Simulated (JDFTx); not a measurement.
# TaN: equation of state with PBEsol

The system is TaN.

```
Ta N
1.0
     0.00000    2.21132    2.21132
     2.21132    0.00000    2.21132
     2.21132    2.21132    0.00000
Ta N
1 1
Direct
  0.50000 0.50000 0.50000
  0.00000 0.00000 0.00000
```

The cell comes from a database or a generator and needn't be the stable form of this composition.

```yaml
Program: JDFTx 1.7.0 (patched build)
Task: equation of state
Functional: PBEsol
Potentials_or_basis: PseudoDojo-SR-PBEsol-0.4.1-standard with smoothed tails
Cutoff: 1143 eV
Density_cutoff: 9143 eV
k_mesh: 10 × 10 × 10
Occupations: fermi-dirac, width 0.05 eV
Spin: no spin polarisation
Local_potential_set_to_-Z/r_beyond: 6 bohr
Bands: 15
Density_cutoff_over_wavefunction_cutoff: 8
Max_SCF_steps: 100
SCF_threshold_on_the_energy: 1e-09 Ha
Solver_of_the_electrons: scf
```

```
Equilibrium volume                      : 10.46 Å³/atom
Bulk modulus                            : 355 GPa
Pressure derivative of the bulk modulus : 4.4
```

Energy against volume, from the lowest point:
| volume (Å³/atom) | energy (meV/atom) |
| --- | --- |
| 10.164 | 8.84 |
| 10.381 | 0.00 |
| 10.597 | 1.48 |
| 10.813 | 12.20 |
| 11.030 | 31.17 |
| 11.246 | 57.51 |
| 11.462 | 90.44 |

The run has no spin-orbit coupling, so splittings on Ta are missing.
